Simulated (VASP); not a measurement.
WS2, 3 atoms in the cell. The cell holds a slab with vacuum, 3 atoms: a = 3.160 Å, b = 3.160 Å, c = 21.125 Å, α = 90.00°, β = 90.00°, γ = 120.00°. 

| Quantity | Value |
| --- | --- |
| Program | VASP 6.6.1 |
| Task | band structure |
| Functional | HSE06 |
| Potentials or basis | VASP PAW PBE potentials, release 64 (S, W_sv) |
| Cutoff | 520 eV |
| k mesh | 6 × 6 × 1 |
| Occupations | gaussian, width 0.03 eV |
| Spin | spin-orbit coupling, no magnetisation |
| Grid for exact exchange (PRECFOCK) | Fast |
| Dipole correction | yes |
| Screening parameter | 0.2 1/A |
| Further INCAR settings | ALGO = Normal; EDIFF = 1e-07; NBANDS = 41 |

Potentials or basis: VASP PAW PBE potentials, release 64 (S, W_sv).

The run is started by

```bash
$ cat potpaw_PBE.64/S/POTCAR potpaw_PBE.64/W_sv/POTCAR > POTCAR
$ cp INCAR.step1 INCAR
$ mpirun -np 4 vasp_ncl > vasp.out
$ cp INCAR.step2 INCAR
$ mpirun -np 4 vasp_ncl > vasp.out
```

Hardware: 4 MPI ranks on Intel(R) Xeon(R) 6975P-C (Granite Rapids), on a shared host.

Task: How long does it take, and how much memory?

Result: Wall time 41 min on 4 MPI ranks on Intel(R) Xeon(R) 6975P-C (Granite Rapids) (shared host), peak memory 0.96 GiB a rank. Counts: scf iterations 34, k points 10.
